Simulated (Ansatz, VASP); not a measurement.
**Two plane-wave programs on Si**

The input INCAR:

```
PREC = Accurate
ENCUT = 520
EDIFF = 1E-7
ISMEAR = -1
SIGMA = 0.05
LREAL = F
LASPH = T
NELM = 80
ALGO = Normal
ISIF = 2
LWAVE = F
LCHARG = F
GGA = PE
IVDW = 13
NBANDS = 11
```

Contents of KPOINTS:

```
Automatic mesh
0
Gamma
  8 8 8
```

POSCAR

```
Si
1.0
    0.0000000000      2.7035831784      2.7035831784
    2.7035831784      0.0000000000      2.7035831784
    2.7035831784      2.7035831784      0.0000000000
Si
2
Direct
    0.5000000000      0.5000000000      0.5000000000
    0.7500000000      0.7500000000      0.7500000000
```

The input input.yaml:

```yaml
crystal:
  lattice:
    - [0.0, 2.7035831784, 2.7035831784]
    - [2.7035831784, 0.0, 2.7035831784]
    - [2.7035831784, 2.7035831784, 0.0]
  atoms:
    - { symbol: Si, position: [0.5, 0.5, 0.5] }
    - { symbol: Si, position: [0.75, 0.75, 0.75] }
hamiltonian:
  xc: pbe
  pseudopotentials: { kind: paw }
  dispersion: d4
kpoints:
  mp_grid: { grid: [8, 8, 8] }
scf:
  occupations: { method: fermi_dirac, width: 0.05 }
output:
  forces: true
  stress: true
  eigenvalues: true
  write_density: true
  write_potential: true
  elf: true
  volumetric_format: npy
```

Alike in both runs: task single point; functional PBE; dispersion D4; k mesh 8 × 8 × 8; occupations fermi-dirac, width 0.05 eV; no spin polarisation.

```csv
,VASP,Ansatz
version,VASP 6.6.1,Ansatz 0.2.0
potentials or method,"VASP PAW PBE potentials, release 64 (Si)",Ansatz PAW
plane-wave cutoff (eV),520,420
valence electrons in the cell,8,8
```

|  | VASP | Ansatz | Ansatz less VASP |
| --- | --- | --- | --- |
| gap on the k mesh at the Fermi level (eV) | 0.59 | 0.59 | -0.003 |
| least direct gap on the mesh (eV) | 2.57 | 2.57 | -0.005 |
| pressure (GPa) | 0.6 | 0.7 | +0.08 |
| dispersion energy (meV/atom) | -336.0 | -336.1 | -0.15 |

A k mesh can miss the band edges.
